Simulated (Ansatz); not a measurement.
**Field gradients of IrO2 from run to run**

Cell of run 1: a structure deposited in the COD.

```cif
data_IrO2
_symmetry_space_group_name_H-M 'P4_2/mnm'
_symmetry_Int_Tables_number 136
_cell_length_a 4.4990
_cell_length_b 4.4990
_cell_length_c 3.1460
_cell_angle_alpha 90.000
_cell_angle_beta 90.000
_cell_angle_gamma 90.000
loop_
_atom_site_label
_atom_site_type_symbol
_atom_site_symmetry_multiplicity
_atom_site_Wyckoff_symbol
_atom_site_fract_x
_atom_site_fract_y
_atom_site_fract_z
Ir Ir 2 a 0.0000 0.0000 0.0000
O O 4 f 0.3110 0.3110 0.0000
```

One atom of each set is listed.

Relaxed positions (PBE, cell held):

Ir (0.0000, 0.0000, 0.0000)
O (0.3079, 0.3079, 0.0000)

All runs are DFT with Ansatz 0.2.0 (plane waves and PAW, scalar-relativistic unless spin–orbit coupling is named, Γ-centred meshes, Fermi–Dirac smearing where given) in this cell. Start moments of run 1 as typed (μB): 1 on each Ir, none on the rest.

Run 1: PBE, parallel start moments, atoms as given; 420 eV, 10×10×15 k-points, smearing 0.05 eV.
Run 2: PBE, parallel start moments, atoms relaxed; 420 eV, 10×10×15 k-points, smearing 0.05 eV.
Run 3: r2SCAN, parallel start moments, at the relaxed atoms; 500 eV, 10×10×15 k-points, smearing 0.05 eV.
Run 4: PBE with spin–orbit coupling, parallel start moments, at the relaxed atoms; 420 eV, 10×10×15 k-points, smearing 0.05 eV.
Run 5: LDA, parallel start moments, at the relaxed atoms; 420 eV, 10×10×15 k-points, smearing 0.05 eV.
Run 6: PBEsol, parallel start moments, at the relaxed atoms; 420 eV, 10×10×15 k-points, smearing 0.05 eV.

```json
{"run": "1", "Ir V_zz (η)": "-15.66 (0.13)", "O V_zz (η)": "-9.61 (0.20)"}
{"run": "2", "Ir V_zz (η)": "-12.90 (0.54)", "O V_zz (η)": "-9.68 (0.20)"}
{"run": "3", "Ir V_zz (η)": "-14.28 (0.64)", "O V_zz (η)": "-9.36 (0.20)"}
{"run": "4", "Ir V_zz (η)": "?", "O V_zz (η)": "?"}
{"run": "5", "Ir V_zz (η)": "-12.19 (0.53)", "O V_zz (η)": "-9.55 (0.19)"}
{"run": "6", "Ir V_zz (η)": "-12.65 (0.54)", "O V_zz (η)": "-9.62 (0.19)"}
```

V_zz in 10²¹ V/m².

Q: Estimate the row of run 4.

A: Ir: -11.84 (0.66); O: -9.86 (0.19). It lies nearest to run 6, from whose tensors on these sites it differs by 0.85 at most (largest principal value of the difference, on Ir). Taken one at a time, the positions of the atoms (as given or relaxed) move the tensors on these sites by up to 5.91 (largest principal value of the change, on Ir), the functional (between the two that differ most) by 2.40 (Ir), spin–orbit coupling by 1.05 (Ir). On Ir V_xx and V_yy change places between runs (or their axes turn by over 50°), so η hides a larger change.

Semilocal functionals can leave a metal where correlation in the d or f shell opens a gap in the real compound, and that would change the values at and beside Ir. In run 3 the program didn't check the stability of the electronic state in full, so a lower one may lie near. In runs 1, 2, 3, 4, 5, 6 there is no gap above 0.1 eV, so the gradients can move by 10 % or more with the k-mesh. In runs 1, 2, 3, 4, 5, 6 the start moments die out. In run 1 the atoms aren't at the calculated equilibrium (largest force 0.62 eV/Å). The cell isn't the equilibrium one in runs 1, 2, 4, 5 (calculated pressure 8, 7, 9, -9 GPa, with larger principal stresses), and the entry's cell may itself be off.
